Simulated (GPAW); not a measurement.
Input of a GPAW 26.7.0 run:

File run.py:

```python
from ase.filters import FrechetCellFilter
from ase.io import read, write
from ase.optimize import BFGS
from gpaw import GPAW, PW

atoms = read('Ru.xyz')

calc = GPAW(mode=PW(600),
            xc='RPBE',
            kpts={'size': (11, 11, 6), 'gamma': True},
            occupations={'name': 'fermi-dirac', 'width': 0.05},
            nbands=29,
            convergence={'density': 1e-05, 'forces': 0.0001},
            maxiter=150,
            txt='gpaw.txt')
atoms.calc = calc
opt = BFGS(FrechetCellFilter(atoms), trajectory='relax.traj', logfile='-')
done = opt.run(fmax=0.02, steps=60)
calc.write('gs.gpw')
write('result.traj', atoms)
print('Converged:', done)
print('Cell:', atoms.cell.cellpar().round(4))
print('Volume:', round(atoms.get_volume(), 4))
print(atoms.get_scaled_positions().round(5))
```

Contents of Ru.xyz:

```xyz
2
Lattice="2.7058000000 0.0000000000 0.0000000000 -1.3529000000 2.3432915376 0.0000000000 0.0000000000 0.0000000000 4.2819000000" Properties=species:S:1:pos:R:3 pbc="T T T"
Ru     1.3529000001      0.7810971791      3.2114250000
Ru    -0.0000000001      1.5621943585      1.0704750000
```

Potentials or basis: the program's PAW data sets (release 1.2.1) made for this functional, pw.

Command:

```console
$ OMP_NUM_THREADS=1 python run.py
```

Problem. Predict the band gap on the k mesh.

Solution. None (metal or under the smearing width).

Problem. Predict the relaxed cell.

Solution. a = 2.731 Å, b = 2.731 Å, c = 4.321 Å, α = 90.00°, β = 90.00°, γ = 120.00°.

Problem. Estimate the space group after relaxing (to 0.05 Å).

Solution. P6_3/mmc (No. 194).

Step by step:
| step | energy change (eV) | largest force (eV/Å) | pressure (GPa) | volume (Å³) |
| --- | --- | --- | --- | --- |
| 1 | 0.0000 | 0.0001 | 8.65 | 27.15 |
| 2 | -0.0168 | 0.0000 | 3.59 | 27.58 |
| 3 | -0.0209 | 0.0000 | 0.14 | 27.90 |
| 4 | -0.0209 | 0.0000 | 0.00 | 27.91 |

Caveat: later steps reuse the first step's grids. RPBE and its kin give volumes clearly too large for solids.
